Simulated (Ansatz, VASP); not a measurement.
**Fe in VASP and in Ansatz**

File INCAR:

```
  PREC = Accurate
  ENCUT = 520
  EDIFF = 1E-7
  ISMEAR = -1
  SIGMA = 0.2
  LREAL = F
  LASPH = T
  NELM = 150
  ALGO = Normal
  ISIF = 2
  LWAVE = F
  LCHARG = F
  ISPIN = 2
  MAGMOM = 2.208
  LORBIT = 11
  LMAXMIX = 4
  GGA = PE
  NBANDS = 14
```

The input KPOINTS:

```
regular mesh
0
Gamma
  15 15 15
```

Contents of POSCAR:

```
Fe
1.0
   -1.4163059769      1.4163059769      1.4163059769
    1.4163059769     -1.4163059769      1.4163059769
    1.4163059769      1.4163059769     -1.4163059769
Fe
1
Direct
    0.0000000000      0.0000000000      0.0000000000
```

Input for Ansatz:

```yaml
crystal:
  lattice:
    - [-1.4163059769, 1.4163059769, 1.4163059769]
    - [1.4163059769, -1.4163059769, 1.4163059769]
    - [1.4163059769, 1.4163059769, -1.4163059769]
  atoms:
    - { symbol: Fe, position: [0.0, 0.0, 0.0], spin: 2.208 }
hamiltonian:
  xc: pbe
  pseudopotentials:
    kind: paw
    azcp:
      Fe: "pseudopotentials/Fe.paw.azcp"
basis:
  ecutwfc: 420
  fft_grid_basis: typed
kpoints:
  mp_grid: { grid: [15, 15, 15], shift: [0, 0, 0] }
magnetization:
  spin_polarized: true
scf:
  occupations: { method: fermi_dirac, width: 0.2 }
  lower_state_search: "off"
output:
  stress: true
```

Alike in both runs: task single point; functional PBE; k mesh 15 × 15 × 15; occupations fermi-dirac, width 0.2 eV; collinear spin.

|  | VASP | Ansatz |
| --- | --- | --- |
| version | VASP 6.6.1 | Ansatz 0.2.0 |
| potentials or method | VASP PAW PBE potentials, release 64 (Fe) | plane waves (420 eV) with PAW, scalar-relativistic |
| plane-wave cutoff (eV) | 520 | 420 |
| valence electrons in the cell | 8 | 16 |

VASP gave:

```
pressure (GPa)                                                : 0.2
net moment per atom (μB)                                      : 2.16
size of the moment on the site where the two differ most (μB) : 2.15
```

Problem. What did Ansatz give for the same quantities?

Solution. Pressure (GPa): 0.3; net moment per atom (μB): 2.14; size of the moment on the site where the two differ most (μB): 2.18.

Site moments also hang on the region over which each program counts them. The functional is the same, so the differences come from potentials, cutoffs and numerics. The two sets of potentials don't hold the same shells in valence.
